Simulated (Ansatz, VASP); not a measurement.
Given: the input of a run of Ansatz 0.2.0 on Pb.

The input input.yaml:

```yaml
crystal:
  lattice:
    - [0.0, 2.47502, 2.47502]
    - [2.47502, 0.0, 2.47502]
    - [2.47502, 2.47502, 0.0]
  atoms:
    - { symbol: Pb, position: [0.0, 0.0, 0.0] }
kpoints:
  mp_grid: { grid: [9, 9, 9] }
scf:
  occupations: { method: gaussian, width: 0.017 }
hamiltonian:
  xc: pbe
  pseudopotentials: { kind: all_electron, lapw: { basis_error: 0.001 } }
output:
  forces: true
  stress: true
  eigenvalues: true
```

Potentials or basis: all-electron LAPW, scalar-relativistic.

Launch:

```sh
$ ansatz run input.yaml --threads 1 --pin off --max-ram 3072MiB --backend cpu --events-out ev --progress --plain --runs-dir out
```

Question: Translate it to VASP 6.6.1. Potentials there: VASP PAW PBE potentials, release 64 (Pb_d).

Answer: As run (the cutoff follows the program's own potentials):

File INCAR:

```
ALGO = Fast
EDIFF = 1E-6
ENCUT = 520
GGA = PE
ISIF = 2
ISMEAR = 0
LASPH = True
LCHARG = True
LELF = True
LREAL = False
LVHAR = True
LWAVE = False
NBANDS = 13
NELM = 80
PREC = Accurate
SIGMA = 0.017
```

Contents of KPOINTS:

```
k-points
0
Gamma
  9 9 9
```

Contents of POSCAR:

```
Pb
1.0
    0.0000000000      2.4750200000      2.4750200000
    2.4750200000      0.0000000000      2.4750200000
    2.4750200000      2.4750200000      0.0000000000
Pb
1
Direct
    0.0000000000      0.0000000000      0.0000000000
```

Potentials or basis: VASP PAW PBE potentials, release 64 (Pb_d).

Command:

```console
$ cat potpaw_PBE.64/Pb_d/POTCAR > POTCAR
$ mpirun -np 1 vasp_std > vasp.out
```

Both were run:

|  | VASP | Ansatz | Ansatz less VASP |
| --- | --- | --- | --- |
| gap on the k mesh at the Fermi level (eV) | none | none | - |
| pressure (GPa) | 2.2 | 2.3 | +0.06 |

A gap of «none» marks a metal or a gap that the smearing closes. Ansatz ran all-electron here, so the differences hold the error of VASP's frozen core and of both bases.

The runs have no spin-orbit coupling, so splittings on Pb are missing.
